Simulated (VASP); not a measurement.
# VASP 6.6.1, r²SCAN single-point calculation, HgS (strained measured structure)

INCAR

```
NSW = 0
METAGGA = R2SCAN
EDIFF = 1E-7
SIGMA = 0.02
ALGO = Normal
ISMEAR = -1
LREAL = .FALSE.
NBANDS = 16
LWAVE = .FALSE.
LASPH = .TRUE.
PREC = Accurate
ENCUT = 520
IBRION = -1
ISIF = 2
NELM = 120
LCHARG = .FALSE.
```

KPOINTS

```
KPOINTS created by Atomic Simulation Environment
0
Gamma
8 8 8
0 0 0
```

KPOINTS_OPT

```
special points
6
Reciprocal
0.0000000000 0.0000000000 0.0000000000 1
-0.5000000000 -0.5000000000 0.0000000000 1
-0.3750000000 -0.3750000000 0.2500000000 1
-0.3750000000 0.0000000000 0.3750000000 1
0.0000000000 0.0000000000 0.5000000000 1
-0.5000000000 -0.2500000000 0.2500000000 1
```

POSCAR

```
Hg S
 1.0000000000000000
     0.0000000000000000    2.8869061985000002    2.8869061985000002
     2.8869061985000002    0.0000000000000000    2.8869061985000002
     2.8869061985000002    2.8869061985000002    0.0000000000000000
 Hg  S
   1   1
Cartesian
  0.0000000000000000  0.0000000000000000  0.0000000000000000
  1.4434530992499999  1.4434530992499999  1.4434530992499999
```

VASP ran with the recommended PBE PAW datasets (18 valence electrons in the cell).

Command

```
mpirun -np 1 vasp_std
```

OSZICAR

```
N       E                     dE             d eps       ncg     rms          rms(c)
DAV:   1     0.562427407861E+02    0.56243E+02   -0.88222E+03   936   0.104E+03
DAV:   2    -0.592496988167E+02   -0.11549E+03   -0.10761E+03  1088   0.251E+02
DAV:   3    -0.633734173849E+02   -0.41237E+01   -0.41125E+01  1168   0.494E+01
DAV:   4    -0.633969961459E+02   -0.23579E-01   -0.23576E-01  1160   0.377E+00
DAV:   5    -0.633972919740E+02   -0.29583E-03   -0.29582E-03  1160   0.400E-01    0.116E+01
DAV:   6    -0.576684763025E+02    0.57288E+01   -0.29396E+00   952   0.250E+01    0.120E+01
DAV:   7    -0.576606874796E+02    0.77888E-02   -0.25122E-01  1072   0.487E+00    0.722E+00
DAV:   8    -0.576667327597E+02   -0.60453E-02   -0.45626E-02  1144   0.257E+00    0.915E-01
DAV:   9    -0.576673119536E+02   -0.57919E-03   -0.36735E-03  1192   0.775E-01    0.208E-01
DAV:  10    -0.576672497221E+02    0.62231E-04   -0.10048E-03  1136   0.351E-01    0.728E-02
DAV:  11    -0.576672733059E+02   -0.23584E-04   -0.91572E-05  1216   0.119E-01    0.391E-02
DAV:  12    -0.576672862852E+02   -0.12979E-04   -0.25972E-05  1048   0.471E-02    0.117E-02
DAV:  13    -0.576672865018E+02   -0.21666E-06   -0.23343E-06  1248   0.187E-02    0.340E-03
DAV:  14    -0.576672863357E+02    0.16613E-06   -0.22692E-07  1016   0.666E-03    0.151E-03
DAV:  15    -0.576672864206E+02   -0.84904E-07   -0.16283E-08   536   0.136E-03
   1 F= -.57667286E+02 E0= -.57667211E+02  d E =-.151459E-03
       N       E                     dE             ncg
DAV:   1     0.808407626729E+03   -0.29626E+04      200
DAV:   2     0.152973786104E+03   -0.65543E+03      232
DAV:   3     0.131864674928E+03   -0.21109E+02      240
DAV:   4     0.131754887586E+03   -0.10979E+00      240
DAV:   5     0.131753515146E+03   -0.13724E-02      264
DAV:   6     0.131753489378E+03   -0.25768E-04      232
DAV:   7     0.131753488799E+03   -0.57942E-06      248
DAV:   8     0.131753488785E+03   -0.13103E-07      192
```

From OUTCAR

```
k-points           NKPTS =     29   k-points in BZ     NKDIM =     29   number of bands    NBANDS=     16

   NELECT =      18.0000    total number of electrons

   dimension x,y,z NGX =    30 NGY =   30 NGZ =   30
   dimension x,y,z NGXF=    60 NGYF=   60 NGZF=   60

  energy-cutoff  :      520.00
  volume of cell :       48.12
      direct lattice vectors                 reciprocal lattice vectors
     0.000000000  2.886906199  2.886906199    -0.173195790  0.173195790  0.173195790
     2.886906199  0.000000000  2.886906199     0.173195790 -0.173195790  0.173195790
     2.886906199  2.886906199  0.000000000     0.173195790  0.173195790 -0.173195790

 k-points in reciprocal lattice and weights: KPOINTS created by Atomic Simulation Env
   0.00000000  0.00000000  0.00000000       0.002
   0.12500000  0.00000000  0.00000000       0.016
   0.25000000  0.00000000  0.00000000       0.016
   0.37500000  0.00000000  0.00000000       0.016
   0.50000000  0.00000000  0.00000000       0.008
   0.12500000  0.12500000  0.00000000       0.012
   0.25000000  0.12500000  0.00000000       0.047
   0.37500000  0.12500000  0.00000000       0.047
   ...

 E-fermi :   2.3470

 k-point     1 :       0.0000    0.0000    0.0000
  band No.  band energies     occupation
      1     -11.8667      2.00000
      2      -5.3317      2.00000
      3      -5.3317      2.00000
      4      -5.3317      2.00000
      5      -4.2654      2.00000
      6      -4.2654      2.00000
      7       2.2246      1.99562
      8       2.3330      1.33585
      9       2.3330      1.33585
     10       2.3330      1.33583
     11       8.7038      0.00000
     12       8.7038      0.00000
     13       8.7038      0.00000
     14      12.7876      0.00000
     15      14.4999      0.00000
     16      14.4999      0.00000

 k-point     2 :       0.1250    0.0000    0.0000
  band No.  band energies     occupation
      1     -11.7825      2.00000
      2      -5.3019      2.00000
      3      -5.2894      2.00000
      4      -5.2894      2.00000
      5      -4.2683      2.00000
      6      -4.2683      2.00000
      7       0.8802      2.00000
      8       2.1623      1.99980
      9       2.1623      1.99980
     10       3.3869      0.00000
     11       8.2864      0.00000
     12       8.9324      0.00000
     13       8.9325      0.00000
     14      13.7704      0.00000
     15      13.8160      0.00000
     16      13.8160      0.00000

 k-point     3 :       0.2500    0.0000    0.0000
  band No.  band energies     occupation
      1     -11.5737      2.00000
      2      -5.1955      2.00000
      3      -5.1955      2.00000
      4      -5.1350      2.00000
      5      -4.2583      2.00000
      6      -4.2583      2.00000
      7      -0.7472      2.00000
      8       1.7694      2.00000
      9       1.7694      2.00000
     10       4.0579      0.00000
     11       8.2901      0.00000
     12       9.3353      0.00000
     13       9.3353      0.00000
     14      13.4622      0.00000
     15      13.4986      0.00000
     16      13.4986      0.00000

 k-point     4 :       0.3750    0.0000    0.0000
  band No.  band energies     occupation
      1     -11.3573      2.00000
      2      -5.1189      2.00000
      3      -5.1189      2.00000
      4      -4.6598      2.00000
      5      -4.2152      2.00000
      6      -4.2152      2.00000
      7      -2.3760      2.00000
      8       1.3907      2.00000
      9       1.3907      2.00000
     10       4.2347      0.00000
     11       9.1638      0.00000
     12       9.4798      0.00000
     13       9.4798      0.00000
     14      12.9935      0.00000
     15      14.2329      0.00000
     16      14.2329      0.00000

 k-point     5 :       0.5000    0.0000    0.0000
  band No.  band energies     occupation
      1     -11.2657      2.00000
      2      -5.0941      2.00000
      3      -5.0941      2.00000
      4      -4.1852      2.00000
      5      -4.1852      2.00000
      6      -3.8117      2.00000
      7      -3.6617      2.00000
      8       1.2350      2.00000
      9       1.2350      2.00000
     10       4.2415      0.00000
     11       9.4721      0.00000
     12       9.4721      0.00000
     13       9.7629      0.00000
     14      12.9669      0.00000
     15      15.1111      0.00000
     16      15.1111      0.00000

 k-point     6 :       0.1250    0.1250    0.0000
  band No.  band energies     occupation
      1     -11.7544      2.00000
      2      -5.3421      2.00000
      3      -5.2495      2.00000
      4      -5.2495      2.00000
      5      -4.3021      2.00000
      6      -4.2389      2.00000
      7       0.8632      2.00000
      8       1.8931      2.00000
      9       1.8931      2.00000
     10       3.7823      0.00000
     11       7.7871      0.00000
     12       9.2132      0.00000
     13       9.2132      0.00000
     14      12.6995      0.00000
     15      14.3673      0.00000
     16      14.4927      0.00000

 k-point     7 :       0.2500    0.1250    0.0000
  band No.  band energies     occupation
      1     -11.5867      2.00000
      2      -5.2860      2.00000
      3      -5.1482      2.00000
      4      -5.1310      2.00000
      5      -4.3181      2.00000
      6      -4.2134      2.00000
      7      -0.3081      2.00000
      8       1.4517      2.00000
      9       1.5136      2.00000
     10       4.5159      0.00000
     11       7.5097      0.00000
     12       9.4688      0.00000
     13       9.7251      0.00000
     14      12.2560      0.00000
     15      14.2503      0.00000
     16      14.9949      0.00000

 k-point     8 :       0.3750    0.1250    0.0000
  band No.  band energies     occupation
      1     -11.3716      2.00000
      2      -5.1513      2.00000
      3      -5.0584      2.00000
      4      -4.8464      2.00000
      5      -4.2576      2.00000
      6      -4.1817      2.00000
      7      -1.8395      2.00000
      8       1.0380      2.00000
      9       1.0913      2.00000
     10       4.8699      0.00000
     11       8.1573      0.00000
     12       9.3939      0.00000
     13       9.9495      0.00000
     14      12.9727      0.00000
     15      14.5111      0.00000
     16      14.6385      0.00000

 k-point     9 :       0.5000    0.1250    0.0000
  band No.  band energies     occupation
      1     -11.2375      2.00000
      2      -5.0864      2.00000
      3      -5.0277      2.00000
      4      -4.3589      2.00000
      5      -4.1786      2.00000
      6      -3.9563      2.00000
      7      -3.2172      2.00000
      8       0.6420      2.00000
      9       1.0043      2.00000
     10       4.9116      0.00000
     11       8.6425      0.00000
     12       9.8502      0.00000
     13       9.8893      0.00000
     14      13.5198      0.00000
     15      14.8462      0.00000
     16      15.1375      0.00000

 k-point    10 :      -0.3750    0.1250    0.0000
  band No.  band energies     occupation
      1     -11.2680      2.00000
      2      -5.0783      2.00000
      3      -5.0556      2.00000
      4      -4.4426      2.00000
      5      -4.2368      2.00000
      6      -4.1181      2.00000
      7      -2.7892      2.00000
      8       0.5216      2.00000
      9       1.2459      2.00000
     10       4.9013      0.00000
     11       8.8161      0.00000
     12       9.5610      0.00000
     13       9.7143      0.00000
     14      13.9347      0.00000
     15      13.9753      0.00000
     16      15.2977      0.00000

 k-point    11 :      -0.2500    0.1250    0.0000
  band No.  band energies     occupation
      1     -11.4438      2.00000
      2      -5.1379      2.00000
      3      -5.1266      2.00000
      4      -4.9807      2.00000
      5      -4.2960      2.00000
      6      -4.1900      2.00000
      7      -1.3361      2.00000
      8       0.7728      2.00000
      9       1.6853      2.00000
     10       4.7492      0.00000
     11       8.3996      0.00000
     12       9.1219      0.00000
     13       9.5206      0.00000
     14      12.9506      0.00000
     15      14.2521      0.00000
     16      14.7623      0.00000

 k-point    12 :      -0.1250    0.1250    0.0000
  band No.  band energies     occupation
      1     -11.6565      2.00000
      2      -5.2574      2.00000
      3      -5.2399      2.00000
      4      -5.1880      2.00000
      5      -4.2990      2.00000
      6      -4.2359      2.00000
      7       0.0414      2.00000
      8       1.4183      2.00000
      9       2.0727      2.00000
     10       4.1281      0.00000
     11       7.9928      0.00000
     12       9.1356      0.00000
     13       9.2571      0.00000
     14      12.9688      0.00000
     15      13.7336      0.00000
     16      14.9241      0.00000

 ...

  Total        1.7989866      1.7989866      1.7989866      0.0000000      0.0000000      0.0000000
  in kB       59.8977471     59.8977471     59.8977471      0.0000000      0.0000000      0.0000000
  external PRESSURE =      59.8977471 kB  Pullay stress =       0.0000000 kB

 POSITION                                       TOTAL-FORCE (eV/Angst)
 -----------------------------------------------------------------------------------
      0.00000      0.00000      0.00000         0.000000      0.000000      0.000000
      1.44345      1.44345      1.44345        -0.000000     -0.000000     -0.000000
 -----------------------------------------------------------------------------------
    total drift:                                0.000001      0.000001      0.000001

  FREE ENERGIE OF THE ION-ELECTRON SYSTEM (eV)
  ---------------------------------------------------
  free  energy   TOTEN  =       -57.6672864206 eV

  energy  without entropy=      -57.6671349611  energy(sigma->0) =      -57.66721069
```

| Item | Value |
| --- | --- |
| gap between bands v and c | 0.00 eV |
| least direct gap | 0.00 eV |
| pressure | 6.0 GPa |

Band v is the last that the valence electrons fill when counted band by band, and c is the next.

The run took about 99 s on one core of a shared host (Intel Xeon Platinum 8488C) and held 0.18 GiB at most.
